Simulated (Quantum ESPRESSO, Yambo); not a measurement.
Planning a run of Quantum ESPRESSO 7.5 on Te2Pt (1T monolayer). The input:

```
&control
  calculation = 'nscf'
  prefix = 'x'
  outdir = 'o'
  pseudo_dir = 'pseudo'
/
&system
  ibrav = 0
  nat = 3
  ntyp = 2
  ecutwfc = 88.0
  nbnd = 59
  force_symmorphic = .true.
/
&electrons
  conv_thr = 1e-9
  electron_maxstep = 80
  diago_full_acc = .true.
  diago_thr_init = 5e-6
/
ATOMIC_SPECIES
  Pt 195.08 Pt.upf
  Te 127.6 Te.upf
CELL_PARAMETERS angstrom
  4.0263586839 0.0000000000 0.0000000000
  -2.0131793420 3.4869289050 0.0000000000
  0.0000000000 0.0000000000 16.0000000000
ATOMIC_POSITIONS crystal
  Pt 0.0000000000 0.0000000000 0.5000000000
  Te 0.3333333333 0.6666666667 0.5870231947
  Te 0.6666666667 0.3333333333 0.4129768053
K_POINTS automatic
  9 9 1 0 0 0
```

```sh
OMP_NUM_THREADS=1 mpirun -n 4 pw.x -nk 4 -in pw.in > pw.out
```

Q: Estimate wall time and host memory on 4 MPI ranks of Arm Neoverse V1, shared host.

It took 31 s; on shared hardware allow 16 s to 63 s. Peak host memory was 0.91 GiB.

[Paths, hosts, dates, memory and timing lines, banners, echoed tables and standing remarks are left out of the program output.]

[Logs are printed without paths, hosts, clocks, repeated set-up lines and the standing remarks that a program may print on its own settings, such as how far it seeks lower states.]

[Runs of the session that timed out or met a known fault of the program may be left out.]

[Hosts, paths, dates, database ids (printed as entryN), source tags and the programs' standing remarks are cut or masked in the printed files.]
